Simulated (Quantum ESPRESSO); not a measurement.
# W2C under changes of volume

One of the cells (12.729 Å³/atom); the others are scaled copies at fixed shape and fractional positions:

```
W C
1.0
     3.07005    0.00000    0.00000
    -1.53502    2.65874    0.00000
     0.00000    0.00000    4.67843
W C
2 1
Direct
  0.66667 0.33333 0.25367
  0.33333 0.66667 0.74633
  0.00000 0.00000 0.00000
```

The cell comes from a database or a generator and needn't be the stable form of this composition.

```yaml
Program: Quantum ESPRESSO 7.5
Functional: PBE
Potentials_or_basis: SSSP 1.3 efficiency PBE
Cutoff: 748 eV
Density_cutoff: 5987 eV
k_mesh: 10 × 10 × 6
Occupations: fermi-dirac, width 0.05 eV
Spin: no spin polarisation
```

```tsv
volume (Å³/atom)	energy over the lowest point (meV/atom)	pressure (GPa)	largest force (eV/Å)
11.965	47.35	22.2	0.671
12.220	18.93	13.5	0.454
12.475	3.59	5.8	0.255
12.729	0.00	-1.3	0.070
12.984	?	?	?
13.238	23.43	-13.2	0.257
13.493	48.38	-18.3	0.402
```

Task: What does the run at 12.984 Å³/atom give?

Result: Energy over the lowest point 6.97 meV/atom; pressure -7.6 GPa; largest force 0.100 eV/Å.

Worked out: A Birch-Murnaghan fit of order 3 (a polynomial in V^(-2/3)) to the other rows has its minimum at 12.68 Å³/atom with B0 = V·E''(V) = 337 GPa and B' = 4.3 at fixed shape and positions, which overstates the stiffness. It gives 7.01 meV/atom at 12.984 Å³/atom, against the run's 6.97, and -dE/dV = -7.5 GPa, against -7.6.

Energies are extrapolated to zero smearing.
